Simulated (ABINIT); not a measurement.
A run of ABINIT 10.8.3 (patched build) is set up as follows.

run.abi

```
pp_dirpath "./"
pseudos "Pb.upf, Te.upf"

acell 3*1.0
rprim
     0.0000000000     6.1057051087     6.1057051087
     6.1057051087     0.0000000000     6.1057051087
     6.1057051087     6.1057051087     0.0000000000
ntypat 2
znucl 82 52
natom 2
typat 1 2
xcart
     0.0000000000     0.0000000000     0.0000000000
     3.2310000000     3.2310000000     3.2310000000 Angstrom

ecut 35.0

kptopt 1
ngkpt 3 3 3
nshiftk 1
shiftk 0.0 0.0 0.0

ixc 41

nband 19
occopt 3
tsmear 0.05 eV

nstep 60
toldfe 1.0e-7

iomode 3
prtwf 0
prtden 0
prteig 0
prtebands 0
enunit 2
```

Potentials or basis: PseudoDojo NC SR PBE v0.4.1 standard.

Run with:

```console
$ mpirun --bind-to none -np 4 abinit run.abi > log 2>&1
```

(1) Estimate the pressure.

Results:

(1) -0.1 GPa.

Caveat: the k mesh is coarse (spacing up to 0.56 Å⁻¹), so the values aren't converged, least of all with exact exchange; the potentials were made for another functional, which shifts forces and pressure.
